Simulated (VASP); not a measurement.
# Ir (Fm-3m) in VASP: a series of runs

Aim: see how the results for Ir move with the level of theory and the settings. Levels: PBE, PBEsol. Tasks: elastic constants.

Program: VASP 6.6.1. These are calculated values, not measurements. Logs are shortened: lines on timing, memory, paths and dates and some standing lists are left out, and cuts for length are marked.

## (1) The structure

Symmetry: Fm-3m, No. 225, cubic system. Conventional cell: a = 3.874 Å, b = 3.874 Å, c = 3.874 Å, α = 90.00°, β = 90.00°, γ = 90.00°. Ir (site symmetry m-3m) is surrounded by 12 Ir at 2.74 Å.

## (2) Elastic constants, PBE

Contents of POSCAR:

```
Ir
1.0
    0.0000000000      1.9369071725      1.9369071725
    1.9369071725      0.0000000000      1.9369071725
    1.9369071725      1.9369071725      0.0000000000
  Ir
     1
Direct
     0.0000000000000000    0.0000000000000000    0.0000000000000000
```

Contents of INCAR.step1:

```
SYSTEM = Ir
  PREC = Accurate
  ENCUT = 600
  EDIFF = 1E-8
  ISMEAR = 1
  SIGMA = 0.2
  LREAL = .False.
  LASPH = .True.
  NELM = 80
  ALGO = Fast
  ISIF = 3
  LWAVE = .False.
  LCHARG = .False.
  GGA = PE
  KPAR = 2
  IBRION = 2
  NSW = 40
  EDIFFG = -0.002
```

Contents of INCAR.step2:

```
SYSTEM = Ir
  PREC = Accurate
  ENCUT = 600
  EDIFF = 1E-8
  ISMEAR = 1
  SIGMA = 0.2
  LREAL = .False.
  LASPH = .True.
  NELM = 80
  ALGO = Fast
  ISIF = 3
  LWAVE = .False.
  LCHARG = .False.
  GGA = PE
  KPAR = 2
  IBRION = 6
  NFREE = 2
  POTIM = 0.015
  NSW = 1
```

Contents of KPOINTS:

```
Automatic mesh
0
Gamma
  30 30 30
  0 0 0
```

Potentials or basis: VASP PAW PBE potentials, release 64 (Ir).

Launch:

```console
cat potpaw_PBE.64/Ir/POTCAR > POTCAR
cp INCAR.step1 INCAR
mpirun -np 2 vasp_std > vasp.out
cp CONTCAR POSCAR
cp INCAR.step2 INCAR
mpirun -np 2 vasp_std > vasp.out
```

OUTCAR:

```text
SYSTEM = Ir
   PREC = Accurate
   ENCUT = 600
   EDIFF = 1E-8
   ISMEAR = 1
   LREAL = .False.
   LASPH = .True.
   NELM = 80
   ISIF = 3
   GGA = PE
   IBRION = 6
   NFREE = 2
   POTIM = 0.015
   NSW = 1

 ion  position               nearest neighbor table
   1  0.000  0.000  0.000-

  LATTYP: Found a face centered cubic cell.
 ALAT       =     3.8726476149

  Lattice vectors:

 A1 = (   0.0000000000,   1.9363238075,   1.9363238075)
 A2 = (   1.9363238075,   0.0000000000,   1.9363238075)
 A3 = (   1.9363238075,   1.9363238075,   0.0000000000)

Analysis of symmetry for initial positions (statically):
=====================================================================
 Subroutine PRICEL returns:
 Original cell was already a primitive cell.

 Routine SETGRP: Setting up the symmetry group for a
 face centered cubic supercell.

 Subroutine GETGRP returns: Found 48 space group operations
 (whereof 48 operations were pure point group operations)
 out of a pool of 48 trial point group operations.

The static configuration has the point symmetry O_h .

Analysis of symmetry for dynamics (positions and initial velocities):
=====================================================================
 Subroutine PRICEL returns:
 Original cell was already a primitive cell.

 Routine SETGRP: Setting up the symmetry group for a
 face centered cubic supercell.

 Subroutine GETGRP returns: Found 48 space group operations
 (whereof 48 operations were pure point group operations)
 out of a pool of 48 trial point group operations.

The dynamic configuration has the point symmetry O_h .

 Subroutine INISYM returns: Found 48 space group operations
 (whereof 48 operations are pure point group operations),
 and found     1 'primitive' translations

----------------------------------------------------------------------------------------

                                     Primitive cell

  volume of cell :      14.5199

  direct lattice vectors                    reciprocal lattice vectors
     0.000000000  1.936323807  1.936323807    -0.258221274  0.258221274  0.258221274
     1.936323807  0.000000000  1.936323807     0.258221274 -0.258221274  0.258221274
     1.936323807  1.936323807  0.000000000     0.258221274  0.258221274 -0.258221274

  length of vectors
     2.738375390  2.738375390  2.738375390     0.447252366  0.447252366  0.447252366

  position of ions in fractional coordinates (direct lattice)
     0.000000000  0.000000000  0.000000000

  ion indices of the primitive-cell ions
   primitive index   ion index
                 1           1

----------------------------------------------------------------------------------------

 KPOINTS: Automatic mesh

Automatic generation of k-mesh.
 Grid dimensions read from file:
 generate k-points for:   30   30   30

 Generating k-lattice:

  Cartesian coordinates                     Fractional coordinates (reciprocal lattice)
    -0.008607376  0.008607376  0.008607376     0.033333333  0.000000000  0.000000000
     0.008607376 -0.008607376  0.008607376     0.000000000  0.033333333  0.000000000
     0.008607376  0.008607376 -0.008607376     0.000000000  0.000000000  0.033333333

  Length of vectors
     0.014908412  0.014908412  0.014908412

  Shift w.r.t. Gamma in fractional coordinates (k-lattice)
     0.000000000  0.000000000  0.000000000

 Subroutine IBZKPT returns following result:
 ===========================================

 Found    752 irreducible k-points:

 Following reciprocal coordinates:
            Coordinates               Weight
  0.000000  0.000000  0.000000      1.000000
  0.033333  0.000000  0.000000      8.000000
  0.066667  0.000000  0.000000      8.000000
  0.100000  0.000000  0.000000      8.000000
  0.133333  0.000000  0.000000      8.000000
  0.166667  0.000000  0.000000      8.000000
[... 16 lines left out ...]
  0.233333  0.033333  0.000000     24.000000
  0.266667  0.033333  0.000000     24.000000
 [... further k-points ...]
   k-points           NKPTS =    752   k-points in BZ     NKDIM =    752   number of bands    NBANDS=      8
   number of dos      NEDOS =    301   number of ions     NIONS =      1
   total plane-waves  NPLWV =  13824
   dimension x,y,z NGX =    24 NGY =   24 NGZ =   24
[... 27 lines left out ...]
   EMIN   =  10.00;   EMAX   =-10.00  energy-range for DOS
   EFERMI =   0.00;   METHOD = LEGACY
   ISMEAR =     1;   SIGMA  =   0.20  broadening in eV -4-tet -1-fermi 0-gaus
   EFERMI_NEDOS =   21; number of points for ismear=-14 and -15
   IALGO  =     68    algorithm
   IMIX   =      4    mixing-type and parameters
     AMIX     =   0.40;   BMIX     =  1.00
     AMIX_MAG =   1.60;   BMIX_MAG =  1.00
  volume/ion in A,a.u.               =      14.52        97.99
  Fermi-wavevector in a.u.,A,eV,Ry     =   1.395836  2.637747 26.509016  1.948358
  Thomas-Fermi vector in A             =   2.519249
   LORBIT       =      0    0 simple, 1 ext, 2 COOP (PROOUT), +10 PAW based schemes
   GGA     = PE    functional components
   LHFCALC =     F    Hartree Fock is set to
   AEXX    =    0.0000 exact exchange contribution
   IVDW    =     0    specifies the selected vdW correction
   LEPSILON=     F    determine dielectric tensor
   LRPA    =     F    only Hartree local field effects (RPA)
 finite differences with symmetry
 non-spin polarized calculation
 RMM-DIIS sequential band-by-band and
 Methfessel and Paxton  Order N= 1 SIGMA  =   0.20
  energy-cutoff  :      600.00
  volume of cell :       14.52
 maximum number of plane-waves:       531
 NGX is ok and might be reduce to    24
   NGX = 11   NGY = 11   NGZ = 11

--------------------------------------- Ionic step        1  -------------------------------------------

 number of electron       9.0000000 magnetization

 Free energy of the ion-electron system (eV)
  ---------------------------------------------------
  ext. energy  EPLUGINS =         0.00000000
  ---------------------------------------------------
  free energy    TOTEN  =        -8.84937723 eV

  energy without entropy =       -8.84924963  energy(sigma->0) =       -8.84933470

------------------------ aborting loop because EDIFF is reached ----------------------------------------

  FORCE on cell =-STRESS in cart. coord.  units (eV):
  Direction    XX          YY          ZZ          XY          YZ          ZX
  --------------------------------------------------------------------------------------
  -------------------------------------------------------------------------------------
  Total       -0.0015347     -0.0015347     -0.0015347     -0.0000000     -0.0000000      0.0000000
  in kB       -0.1693460     -0.1693460     -0.1693460     -0.0000000     -0.0000000      0.0000000
  external PRESSURE =      -0.1693460 kB  Pullay stress =       0.0000000 kB
[... 86 lines left out ...]
  FREE ENERGIE OF THE ION-ELECTRON SYSTEM (eV)
  ---------------------------------------------------
  free  energy   TOTEN  =        -8.8432356145 eV

  energy  without entropy=       -8.8431682883  energy(sigma->0) =       -8.84321317

 E-fermi :  10.2069     XC(G=0): -13.9232

 val. band max:       10.2067370930   @ k =   0.4000   0.1333   0.0333
 cond. band min:      10.2070949081   @ k =  -0.2667   0.1333   0.1000
 fundamental gap:      0.0003578150
 Fermi energy:        10.2069228927

 k-point     1 :       0.0000    0.0000    0.0000
  band No.  band energies     occupation
      1      -0.7842      2.00000
      2       6.3337      2.00000
      3       6.3337      2.00000
      4       6.5255      2.00000
      5       8.9093      2.00000
      6       9.1643      2.00000
      7      24.5688      0.00000
      8      29.9281      0.00000
[... 243 lines left out ...]
 k-point    24 :       0.2667    0.0333    0.0000
  band No.  band energies     occupation
      1       1.5180      2.00000
      2       5.8679      2.00000
      3       6.7673      2.00000
      4       6.9098      2.00000
      5       9.0998      2.00000
      6       9.4541      2.00000
      7      23.8294      0.00000
      8      26.9493      0.00000

 [... further k-points ...]

[... ionic steps 4 to 12 ...]

--------------------------------------- Ionic step       13  -------------------------------------------

 number of electron       9.0000000 magnetization

------------------------ aborting loop because EDIFF is reached ----------------------------------------
[... 65 lines left out ...]
--------------------------------------- Ionic step       15  -------------------------------------------

 number of electron       9.0000000 magnetization

 Free energy of the ion-electron system (eV)
  ---------------------------------------------------
  ext. energy  EPLUGINS =         0.00000000
  ---------------------------------------------------
  free energy    TOTEN  =        -8.84937722 eV

  energy without entropy =       -8.84924964  energy(sigma->0) =       -8.84933469

 E-fermi :   9.9479     XC(G=0): -13.8336

 val. band max:        9.9440191836   @ k =   0.3333   0.1000   0.0333
 cond. band min:       9.9481357625   @ k =   0.3667   0.3000   0.0000
 fundamental gap:      0.0041165789
 Fermi energy:         9.9478648025

 k-point     1 :       0.0000    0.0000    0.0000
  band No.  band energies     occupation
      1      -0.8809      2.00000
      2       6.2252      2.00000
      3       6.2252      2.00000
      4       6.2252      2.00000
      5       8.8044      2.00000
      6       8.8044      2.00000
      7      24.3345      0.00000
      8      29.7666      0.00000
[... 281 lines left out ...]
  FREE ENERGIE OF THE ION-ELECTRON SYSTEM (eV)
  ---------------------------------------------------
  free  energy   TOTEN  =        -8.8493772189 eV

  energy  without entropy=       -8.8492496374  energy(sigma->0) =       -8.84933469

 INTERNAL STRAIN TENSORS FROM STRAINED CELLS
 ============================================

 INTERNAL STRAIN TENSOR FOR ION    1 for displacements in x,y,z  (eV/Angst):
          X           Y           Z          XY          YZ          ZX
  --------------------------------------------------------------------------------
  x     0.00000     0.00000     0.00000     0.00000     0.00000    -0.00000
  y     0.00000     0.00000     0.00000    -0.00000    -0.00000    -0.00000
  z     0.00000     0.00000     0.00000     0.00000    -0.00000     0.00000

 INTERNAL STRAIN TENSORS FROM DISPLACED ATOMS
 ============================================

 INTERNAL STRAIN TENSOR FOR ION    1 for displacements in x,y,z  (eV/Angst):
          X           Y           Z          XY          YZ          ZX
  --------------------------------------------------------------------------------
  x     0.00000     0.00000     0.00000     0.00000     0.00000     0.00000
  y     0.00000     0.00000     0.00000     0.00000     0.00000     0.00000
  z     0.00000     0.00000     0.00000     0.00000     0.00000     0.00000

 Eigenvectors and eigenvalues of the dynamical matrix
 ----------------------------------------------------

   1 f/i=    0.000000 THz     0.000000 2PiTHz    0.000000 cm-1     0.000000 meV
             X         Y         Z           dx          dy          dz
      0.000000  0.000000  0.000000     0.514496    0.857493    0.000000

   2 f/i=    0.000000 THz     0.000000 2PiTHz    0.000000 cm-1     0.000000 meV
             X         Y         Z           dx          dy          dz
      0.000000  0.000000  0.000000     0.857493   -0.514496    0.000000

   3 f/i=    0.000000 THz     0.000000 2PiTHz    0.000000 cm-1     0.000000 meV
             X         Y         Z           dx          dy          dz
      0.000000  0.000000  0.000000     0.000000    0.000000    1.000000

--------------------------------------------------------------------------------------------------------

 ELASTIC MODULI CONTR FROM IONIC RELAXATION (kBar)
 Direction    XX          YY          ZZ          XY          YZ          ZX
 --------------------------------------------------------------------------------
 XX           0.0000      0.0000      0.0000      0.0000      0.0000      0.0000
 YY           0.0000      0.0000      0.0000      0.0000      0.0000      0.0000
 ZZ           0.0000      0.0000      0.0000      0.0000      0.0000      0.0000
 XY           0.0000      0.0000      0.0000      0.0000      0.0000      0.0000
 YZ           0.0000      0.0000      0.0000      0.0000      0.0000      0.0000
 ZX           0.0000      0.0000      0.0000      0.0000      0.0000      0.0000
 --------------------------------------------------------------------------------

 TOTAL ELASTIC MODULI (kBar)
 Direction    XX          YY          ZZ          XY          YZ          ZX
 --------------------------------------------------------------------------------
 XX        5844.7929   2323.2451   2323.2451     -0.0000      0.0000      0.0000
 YY        2323.2451   5844.7929   2323.2451      0.0000      0.0000      0.0000
 ZZ        2323.2451   2323.2451   5844.7929      0.0000      0.0000     -0.0000
 XY          -0.0000      0.0000      0.0000   2537.9694     -0.0000      0.0000
 YZ           0.0000      0.0000      0.0000     -0.0000   2537.9694      0.0000
 ZX           0.0000      0.0000     -0.0000      0.0000      0.0000   2537.9694
 --------------------------------------------------------------------------------
```

Run time: 29 min. Hardware: 2 MPI ranks of Intel Xeon Platinum 8488C (Sapphire Rapids), shared host; peak memory 1.9 GiB.

Results:

- Relaxed volume: 14.52 Å³/atom
- Relaxed cell: a = 2.738 Å, b = 2.738 Å, c = 2.738 Å, α = 60.00°, β = 60.00°, γ = 60.00°
- Space group after relaxing (to 0.05 Å): Fm-3m (No. 225)
- Elastic constants C11, C12, C44: 584, 232, 254 GPa
- Voigt bulk modulus: 350 GPa

Final structure:
```
CELL_PARAMETERS angstrom
0.00000 1.93632 1.93632
1.93632 0.00000 1.93632
1.93632 1.93632 0.00000
ATOMIC_POSITIONS crystal
Ir 0.00000 0.00000 0.00000
```

Elastic tensor in Voigt notation (GPa, in the Cartesian axes of the cell as first typed):
```
584 232 232   0   0   0
232 584 232   0   0   0
232 232 584   0   0   0
  0   0   0 254   0   0
  0   0   0   0 254   0
  0   0   0   0   0 254
```

Clamped-ion elastic tensor (GPa):
```
584 232 232   0   0   0
232 584 232   0   0   0
232 232 584   0   0   0
  0   0   0 254   0   0
  0   0   0   0 254   0
  0   0   0   0   0 254
```

## (3) Elastic constants, PBEsol

This run uses another cell than the first one, of 14.10 Å³/atom, 0.970 times its volume.

Contents of POSCAR:

```
Ir
1.0
    0.0000000000      1.9172882867      1.9172882867
    1.9172882867      0.0000000000      1.9172882867
    1.9172882867      1.9172882867      0.0000000000
  Ir
     1
Direct
     0.0000000000000000    0.0000000000000000    0.0000000000000000
```

Contents of INCAR.step1:

```
PREC = Accurate
ENCUT = 600
EDIFF = 1E-8
ISMEAR = 1
SIGMA = 0.2
LREAL = False
LASPH = True
NELM = 80
ALGO = Normal
ISIF = 3
LWAVE = False
LCHARG = False
GGA = PS
KPAR = 2
IBRION = 2
NSW = 40
EDIFFG = -0.002
```

Contents of INCAR.step2:

```
PREC = Accurate
ENCUT = 600
EDIFF = 1E-8
ISMEAR = 1
SIGMA = 0.2
LREAL = False
LASPH = True
NELM = 80
ALGO = Normal
ISIF = 3
LWAVE = False
LCHARG = False
GGA = PS
KPAR = 2
IBRION = 6
NFREE = 2
POTIM = 0.015
NSW = 1
```

Contents of KPOINTS:

```
Automatic mesh
0
Gamma
  30 30 30
```

Potentials or basis: VASP PAW PBE potentials, release 64 (Ir).

Launch:

```console
cat potpaw_PBE.64/Ir/POTCAR > POTCAR
cp INCAR.step1 INCAR
mpirun -np 2 vasp_std > vasp.out
cp CONTCAR POSCAR
cp INCAR.step2 INCAR
mpirun -np 2 vasp_std > vasp.out
```

Run time: 15 min. Hardware: 2 MPI ranks of Intel Xeon 6975P-C (Granite Rapids), shared host; peak memory 1.7 GiB.

It converged, with:

- Relaxed volume: 14.09 Å³/atom
- Relaxed cell: a = 2.711 Å, b = 2.711 Å, c = 2.711 Å, α = 60.00°, β = 60.00°, γ = 60.00°
- Space group after relaxing (to 0.05 Å): Fm-3m (No. 225)
- Elastic constants C11, C12, C44: 647, 261, 281 GPa
- Voigt bulk modulus: 390 GPa

Final structure:
```
Ir
1.0
     0.00000    1.91682    1.91682
     1.91682    0.00000    1.91682
     1.91682    1.91682    0.00000
Ir
1
Direct
  0.00000 0.00000 0.00000
```

Elastic tensor in Voigt notation (GPa, in the Cartesian axes of the cell as first typed):
```
647 261 261   0   0   0
261 647 261   0   0   0
261 261 647   0   0   0
  0   0   0 281   0   0
  0   0   0   0 281   0
  0   0   0   0   0 281
```

Clamped-ion elastic tensor (GPa):
```
647 261 261   0   0   0
261 647 261   0   0   0
261 261 647   0   0   0
  0   0   0 281   0   0
  0   0   0   0 281   0
  0   0   0   0   0 281
```

Caveat: the PAW data sets were made with another functional, which shifts forces and pressure a little. The run has no spin-orbit coupling, so splittings on Ir are missing.
